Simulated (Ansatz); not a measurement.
KCl: comparing deformations

Method: DFT PBE, scalar-relativistic, plane waves, PAW (Ansatz 0.2.0). Settings: plane waves to 420 eV, k-mesh 6×6×6 (Γ-centred), Gaussian smearing 0.05 eV. No spin polarisation. Energies are free energies at this smearing, counted from the undisturbed cell; pressure is positive in compression.

The undisturbed cell (as given, not relaxed at this level; it stands at 0.6 GPa):

```
K Cl
1.0
     0.00000    3.15610    3.15610
     3.15610    0.00000    3.15610
     3.15610    3.15610    0.00000
K Cl
1 1
Cartesian
  0.0000 0.0000 0.0000
  3.1561 3.1561 3.1561
```

The cell is strained by ε times a Voigt pattern (xx, yy, zz, yz, xz, xy; engineering shear) with fractional coordinates fixed. τ = (1/V0) dE/dε comes from the stress tensor. Of each scan, only the three points used here are listed.

| pattern | ε | τ (GPa) |
| --- | --- | --- |
| (0, 0, 1, 0, 0, 0) | -0.0100 | -1.036 |
| (0, 0, 1, 0, 0, 0) | 0.0000 | -0.577 |
| (0, 0, 1, 0, 0, 0) | 0.0100 | -0.177 |
| (1, 1, 0, 0, 0, 0) | -0.0150 | -2.78 |
| (1, 1, 0, 0, 0, 0) | 0.0000 | -1.15 |
| (1, 1, 0, 0, 0, 0) | 0.0150 | 0.19 |
| (0, 1, 0, 0, 0, 0) | -0.0100 | -1.036 |
| (0, 1, 0, 0, 0, 0) | 0.0000 | -0.577 |
| (0, 1, 0, 0, 0, 0) | 0.0100 | -0.177 |
| (1, -1, 0, 0, 0, 0) | -0.0075 | -0.55 |
| (1, -1, 0, 0, 0, 0) | 0.0000 | 0.00 |
| (1, -1, 0, 0, 0, 0) | 0.0075 | 0.55 |

Problem. Which constants do the scans give, and which deformation costs least for the same size of strain tensor?

Solution. The slope dτ/dε at zero (parabola through three points) is pᵀCp: (0, 0, 1, 0, 0, 0) gives C11 = 43 GPa; (1, 1, 0, 0, 0, 0) gives 2(C11 + C12) = 99 GPa; (0, 1, 0, 0, 0, 0) gives C11 = 43 GPa; (1, -1, 0, 0, 0, 0) gives 2(C11 − C12) = 73 GPa. The size of the strain tensor, ε:ε, is ε² times 1.0, 2.0, 1.0, 2.0. Per unit of it the stiffnesses are 43, 50, 43, 36 GPa, so (1, -1, 0, 0, 0, 0) is the softest of these: at ε:ε = (1 %)² the quadratic term costs 0.36 meV/atom against 0.49 for the stiffest.

Problem. What else follows for this cubic crystal?

Solution. From the unrounded slopes C11 = 42.9 and C12 = 6.6 GPa, so B = (C11 + 2 C12)/3 = 19 GPa and the Poisson ratio for a pull along a cube edge is C12/(C11 + C12) = 0.13. Symmetry also asks 2(C11 − C12) = 73 GPa, against 73 from its own scan.